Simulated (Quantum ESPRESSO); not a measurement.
BN under changes of volume

One of the cells (8.249 Å³/atom); the others are scaled copies at fixed shape and fractional positions:

```
N B
1.0
     2.50804    0.00000    0.00000
    -1.24671    2.17623    0.00000
    -0.63067   -1.08812    3.02254
N B
1 1
Direct
  0.66851 0.33238 0.98500
  0.97964 0.98350 0.00181
```

The cell comes from a database or a generator and needn't be the stable form of this composition.

* Program: Quantum ESPRESSO 7.5
* Functional: PBE
* Potentials or basis: SSSP 1.3 efficiency PBE
* Cutoff: 816 eV
* Density cutoff: 6531 eV
* k mesh: 13 × 13 × 9
* Occupations: fermi-dirac, width 0.05 eV
* Spin: no spin polarisation

```tsv
volume (Å³/atom)	energy over the lowest point (meV/atom)	pressure (GPa)	gap on the mesh (eV)	largest force (eV/Å)
7.754	?	?	?	?
7.919	22.14	15.8	2.84	2.973
8.084	8.79	9.5	2.85	2.839
8.249	1.59	3.9	2.86	2.712
8.414	0.00	-1.3	2.87	2.591
8.579	3.53	-6.1	2.87	2.478
8.744	11.75	-10.4	2.88	2.370
```

Question: What does the run at 7.754 Å³/atom give?

Answer: Energy over the lowest point 42.22 meV/atom; pressure 22.6 GPa; gap on the mesh 2.82 eV; largest force 3.115 eV/Å.

Worked out: A Birch-Murnaghan fit of order 3 (a polynomial in V^(-2/3)) to the other rows has its minimum at 8.38 Å³/atom with B0 = V·E''(V) = 257 GPa and B' = 3.6 at fixed shape and positions, which overstates the stiffness. It gives 42.22 meV/atom at 7.754 Å³/atom, against the run's 42.22, and -dE/dV = 23.0 GPa, against 22.6. A straight line through the other rows of the gap, of slope 0.39 eV per unit of ln V, extrapolates to 2.83 eV, against the run's 2.82.

Energies are extrapolated to zero smearing.

Caveats: an odd mesh through Γ misses points on the zone boundary, where band edges often lie; forces of over 1 eV/Å show positions far from the minimum, so gaps and moduli don't describe the material at rest.
